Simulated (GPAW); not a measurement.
Cl:

```xyz
4
Lattice="3.1450 -2.2500 0.0000 3.1450 2.2500 0.0000 0.0000 0.0000 8.2100" Properties=species:S:1:pos:R:3 pbc="T T T"
Cl    3.1450    0.5850    3.2840
Cl    3.1450    1.6650    7.3890
Cl    3.1450   -0.5850    4.9260
Cl    3.1450   -1.6650    0.8210
```

* Program: GPAW 26.7.0
* Task: single point
* Functional: PBEsol
* Potentials or basis: PAW data sets generated in the run's folder for this functional
* Cutoff: 600 eV
* Basis: pw
* k mesh: 7 × 7 × 4
* Occupations: fermi-dirac, width 0.05 eV
* Spin: no spin polarisation

On this cell: pressure -0.9 GPa; largest force 0.123 eV/Å; band gap on the k mesh 2.43 eV, indirect (least direct gap 2.48 eV).

The same run follows on a disturbed copy (atoms moved at random, drawn with an rms of 0.05 Å):

```xyz
4
Lattice="3.1450 -2.2500 0.0000 3.1450 2.2500 0.0000 0.0000 0.0000 8.2100" Properties=species:S:1:pos:R:3 pbc="T T T"
Cl    3.1942    0.5447    3.2853
Cl    3.1545    1.7107    7.4021
Cl    3.1272   -0.5831    4.9371
Cl    3.1560   -1.6490    0.8095
```

Task: What does the disturbed cell give?

Result: The energy moves by +1.8 meV/atom; pressure 0.1 GPa; largest force 0.624 eV/Å; band gap on the k mesh 2.55 eV, indirect (least direct gap 2.59 eV).

Forces on the atoms (eV/Å):
```
Cl  -0.027  0.042 -0.188
Cl  -0.007 -0.269 -0.557
Cl   0.027 -0.053  0.188
Cl   0.007  0.280  0.558
```

Stress tensor (GPa, compression positive):
```
 0.04 -0.01  0.02
-0.01 -0.17  0.56
 0.02  0.56  0.35
```

Caveats: an odd mesh through Γ misses points on the zone boundary, where band edges often lie.
